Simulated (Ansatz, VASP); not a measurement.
**Two plane-wave programs on SnH2**

```xyz
3
Lattice="2.8324 -1.7380 0.0000 2.8324 1.7380 0.0000 -0.0026 0.0000 3.9922" Properties=species:S:1:pos:R:3 pbc="T T T"
Sn    0.0000    0.0000    0.0000
H     3.9043    0.0000    1.1511
H     1.7579    0.0000    2.8411
```

Change from the starting cell: species swapped into the Te2Au type (C2/m, No. 12).

Alike in both runs: task relaxation of cell and atoms; functional PBE; k mesh 5 × 5 × 4; occupations gaussian, width 0.15 eV; no spin polarisation.

|  | VASP | Ansatz |
| --- | --- | --- |
| version | VASP 6.6.1 | Ansatz 0.2.0 |
| potentials or method | VASP PAW PBE potentials, release 64 (Sn_d, H) | scalar-relativistic, plane waves, PAW |
| plane-wave cutoff (eV) | 600 | 420 |
| valence electrons in the cell | 16 | 16 |

```csv
,VASP,Ansatz,Ansatz less VASP
"gap on the k mesh at the Fermi level, each at its own relaxed structure (eV)",none,none,-
relaxed volume (Å³/atom),12.48,12.17,-0.317
relaxed cell length with the largest relative difference (Å),3.911,3.682,-0.2300
energy change over the relaxation (meV/atom),-190,-179,+10.4
```

A gap of «none» marks a metal or a gap that the smearing closes. One of these differences is far larger than is usual between the two programs; its cause wasn't traced.

Caveats: the k mesh is coarse (spacing up to 0.42 Å⁻¹), so the values aren't converged.
